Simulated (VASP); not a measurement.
Crystal: Sn.

```
CELL_PARAMETERS angstrom
-1.89465 1.89465 1.89465
1.89465 -1.89465 1.89465
1.89465 1.89465 -1.89465
ATOMIC_POSITIONS crystal
Sn 0.00000 0.00000 0.00000
```

This isn't the form of Sn at room conditions, which is tetragonal (white tin).

```yaml
Program: VASP 6.6.1
Task: single point
Functional: PBE
Potentials_or_basis: VASP PAW PBE potentials, release 64 (Sn_d)
Cutoff: 520 eV
k_mesh: 10 × 10 × 10
Occupations: fermi-dirac, width 0.05 eV
Spin: no spin polarisation
```

On this cell: pressure 0.6 GPa; band gap on the k mesh none (metal or under the smearing width).

The same run follows on a disturbed copy (cell strained at random at fixed volume):

```xyz
1
Lattice="-1.8779 1.8984 1.9102 1.8946 -1.8698 1.8983 1.8874 1.8793 -1.8817" Properties=species:S:1:pos:R:3 pbc="T T T"
Sn   -0.0122    0.0003    0.0364
```

**Question.** What changes?

**Answer.** The energy (extrapolated to zero smearing) moves by -0.7 meV/atom; pressure 0.6 GPa; band gap on the k mesh none (metal or under the smearing width).

Stress tensor (GPa, compression positive):
```
0.45 0.16 0.16
0.16 0.39 0.15
0.16 0.15 0.92
```
